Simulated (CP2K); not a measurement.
Set up this calculation in CP2K 2026.2, as the native input.

```
Task                                : single point
Functional                          : PBE
Potentials or basis                 : POTENTIAL_UZH Pt GTH-PBE-q18; TZVP-MOLOPT-PBE-GTH basis
Density cutoff                      : 6123 eV
k mesh                              : 12 × 12 × 12
Occupations                         : gaussian, width 0.027 eV
Spin                                : no spin polarisation
SCF solver                          : diagonalisation with k points
Quickstep method                    : GPW
EPS_DEFAULT                         : 1.0E-10
EPS_SCF                             : 1.0E-6
MAX_SCF                             : 100
SCF_GUESS                           : ATOMIC
k points reduced by the point group : yes
Mesh centred on Gamma               : yes
CHOLESKY                            : OFF
EPS_EIGVAL                          : 1.0E-7
MIXING METHOD                       : BROYDEN_MIXING
MIXING ALPHA                        : 0.4
NBUFFER                             : 8
NGRIDS                              : 5
Basis sets                          : Pt TZVP-MOLOPT-PBE-GTH-q18
Potentials                          : Pt GTH-PBE-q18 of POTENTIAL_UZH
ADDED_MOS                           : [11]
REL_CUTOFF (Ry)                     : 60 Ry
MIXING BETA (1/bohr)                : 1.5 1/bohr
CUTOFF of the grids                 : 450 Ry
```

Pt:

```
Pt
1.0
     2.77313    0.00000    0.00000
     1.38657    2.40160    0.00000
     1.38657    0.80053    2.26425
Pt
1
Direct
  0.00000 0.00000 0.00000
```

One way to write it, as run:

pt_scf.inp

```
&GLOBAL
  PROJECT pt_scf
  RUN_TYPE ENERGY_FORCE
  PRINT_LEVEL LOW
&END GLOBAL
&FORCE_EVAL
  METHOD QS
  STRESS_TENSOR ANALYTICAL
  &DFT
    BASIS_SET_FILE_NAME BASIS_MOLOPT_UZH
    POTENTIAL_FILE_NAME POTENTIAL_UZH
    &MGRID
      CUTOFF 450
      REL_CUTOFF 60
      NGRIDS 5
    &END MGRID
    &QS
      METHOD GPW
      EPS_DEFAULT 1.0E-10
    &END QS
    &KPOINTS
      SCHEME MONKHORST-PACK 12 12 12
      GAMMA_CENTERED T
      SYMMETRY T
      SYMMETRY_BACKEND SPGLIB
    &END KPOINTS
    &SCF
      SCF_GUESS ATOMIC
      EPS_SCF 1.0E-6
      MAX_SCF 100
      ADDED_MOS 11
      CHOLESKY OFF
      EPS_EIGVAL 1.0E-7
      &DIAGONALIZATION ON
        ALGORITHM STANDARD
      &END DIAGONALIZATION
      &MIXING ON
        METHOD BROYDEN_MIXING
        ALPHA 0.4
        BETA 1.5
        NBUFFER 8
      &END MIXING
      &SMEAR ON
        METHOD GAUSSIAN
        SIGMA [eV] 0.027000000000000003
      &END SMEAR
    &END SCF
    &XC
      &XC_FUNCTIONAL PBE
      &END XC_FUNCTIONAL
    &END XC
    &PRINT
      &KPOINTS ON
      &END KPOINTS
      &MULLIKEN ON
      &END MULLIKEN
      &MO ON
        ENERGIES T
        OCCUPATION_NUMBERS T
        &EACH
          QS_SCF 0
        &END EACH
        ADD_LAST NUMERIC
      &END MO
      &E_DENSITY_CUBE ON
        STRIDE 1
      &END E_DENSITY_CUBE
      &V_HARTREE_CUBE ON
        STRIDE 1
      &END V_HARTREE_CUBE
      &ELF_CUBE ON
        STRIDE 1
      &END ELF_CUBE
    &END PRINT
  &END DFT
  &SUBSYS
    &CELL
      A 2.7731313745 0.0000000000 0.0000000000
      B 1.3865656872 2.4016022183 0.0000000000
      C 1.3865656872 0.8005340728 2.2642522857
      PERIODIC XYZ
    &END CELL
    &COORD
      SCALED
      Pt  0.0000000000 0.0000000000 0.0000000000
    &END COORD
    &KIND Pt
      BASIS_SET TZVP-MOLOPT-PBE-GTH-q18
      POTENTIAL GTH-PBE-q18
    &END KIND
    &PRINT
      &ATOMIC_COORDINATES ON
      &END ATOMIC_COORDINATES
      &CELL ON
      &END CELL
    &END PRINT
  &END SUBSYS
  &PRINT
    &FORCES ON
    &END FORCES
    &STRESS_TENSOR ON
    &END STRESS_TENSOR
  &END PRINT
&END FORCE_EVAL
```

Potentials or basis: POTENTIAL_UZH Pt GTH-PBE-q18; TZVP-MOLOPT-PBE-GTH basis.

Run with:

```sh
$ OMP_NUM_THREADS=1 cp2k.psmp -i pt_scf.inp -o pt_scf.out
```

Results of the run:

```
Pressure               : 10.2 GPa
Band gap on the k mesh : none (metal or under the smearing width)
```

Caveat: the basis of atomic orbitals isn't converged, which shifts pressures, moduli and gaps.

Run time: 74 s on 1 thread of Arm Neoverse V2, with other jobs on the host, peak memory 0.26 GiB.
